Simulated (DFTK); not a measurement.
A run of DFTK 0.8.2 is set up as follows.

Contents of run.jl:

```julia
using DFTK
using PseudoPotentialData
using Unitful, UnitfulAtomic
using LinearAlgebra, Printf
include("save.jl")
disable_threading()

lines     = readlines("POSCAR")
lattice   = austrip(1u"Å") * parse(Float64, lines[2]) * hcat([parse.(Float64, split(l)) for l in lines[3:5]]...)
symbols   = vcat([fill(Symbol(s), parse(Int, n)) for (s, n) in zip(split(lines[6]), split(lines[7]))]...)
positions = [parse.(Float64, split(l)[1:3]) for l in lines[9:8+length(symbols)]]
pseudopotentials = PseudoFamily("cp2k.nc.sr.pbe.v0_1.semicore.gth")
elements = Dict(s => ElementPsp(s, pseudopotentials) for s in unique(symbols))
atoms    = [elements[s] for s in symbols]

build_model(lattice, positions; symmetries=true) =
    model_DFT(lattice, atoms, positions;
              functionals=PBE(),
              temperature=austrip(0.05u"eV"),
              smearing=Smearing.FermiDirac(),
              symmetries)
Ecut  = 48.0  # hartree
kgrid = [12, 12, 12]
tol   = 1e-6
to_GPa = ustrip(uconvert(u"GPa", 1u"hartree/bohr^3"))

model = build_model(lattice, positions)
basis = PlaneWaveBasis(model; Ecut, kgrid)
display(basis)
scfres = self_consistent_field(basis;
                               tol,
                               nbandsalg=AdaptiveBands(model; n_bands_converge=13))
display(scfres.energies)
@printf "Fermi level: %.6f eV\n" ustrip(auconvert(u"eV", something(scfres.εF, NaN)))
forces = compute_forces_cart(scfres)
println("Forces (eV/Å)")
for (s, f) in zip(symbols, forces)
    @printf "%-3s %12.6f %12.6f %12.6f\n" s ustrip.(auconvert.(u"eV/Å", f))...
end
stress = compute_stresses_cart(scfres)
println("Stress (GPa)")
display(round.(stress * to_GPa; digits=4))
println("Levels at the first k-point (eV): ", round.(ustrip.(auconvert.(u"eV", scfres.eigenvalues[1][1:scfres.n_bands_converge])); digits=4))
save_scf!(scfres; forces, stress)

points = Dict("G" => [0.0, 0.0, 0.0], "K" => [0.375, 0.375, 0.75], "L" => [0.5, 0.5, 0.5], "U" => [0.625, 0.25, 0.625], "W" => [0.5, 0.25, 0.75], "X" => [0.5, 0.0, 0.5])
segments = [("G", "X", 7), ("X", "W", 4), ("W", "K", 3), ("K", "G", 7), ("G", "L", 6), ("L", "U", 4), ("U", "W", 3), ("W", "L", 5), ("L", "K", 4), ("U", "X", 3)]
kcoords = vcat([[points[a] + t * (points[b] - points[a]) for t in range(0, 1, n)] for (a, b, n) in segments]...)
bands = compute_bands(scfres, ExplicitKpoints(kcoords); n_bands=15, tol=1e-5)
for (k, ε) in zip(bands.basis.kpoints, bands.eigenvalues)
    @printf "%d %8.4f %8.4f %8.4f " k.spin k.coordinate...
    println(join([@sprintf("%9.4f", e) for e in ustrip.(auconvert.(u"eV", ε .- scfres.εF))]))
end
results["band_energies"] = rows(bands.eigenvalues); results["band_kpoints"] = rows(kcoords)
```

POSCAR

```
Rh
1.0
    0.0000000000      1.8978500000      1.8978500000
    1.8978500000      0.0000000000      1.8978500000
    1.8978500000      1.8978500000      0.0000000000
Rh
1
Direct
    0.0000000000      0.0000000000      0.0000000000
```

Potentials or basis: cp2k.nc.sr.pbe.v0_1.semicore.gth (PBE, GTH).

Launch:

```console
$ julia --threads=1 run.jl  # save.jl only writes the numbers to a file and isn't shown; printed stress counts tension as positive; times include loading and compiling
```

(1) Estimate the pressure.

(2) What does it give for the band gap on the k mesh?

Results:

(1) 1.0 GPa.

(2) none (metal or under the smearing width).

Caveat: GTH potentials come without recommended cutoffs, and this one wasn't checked for convergence; semicore levels of these GTH potentials lie up to several eV from those of other sets.
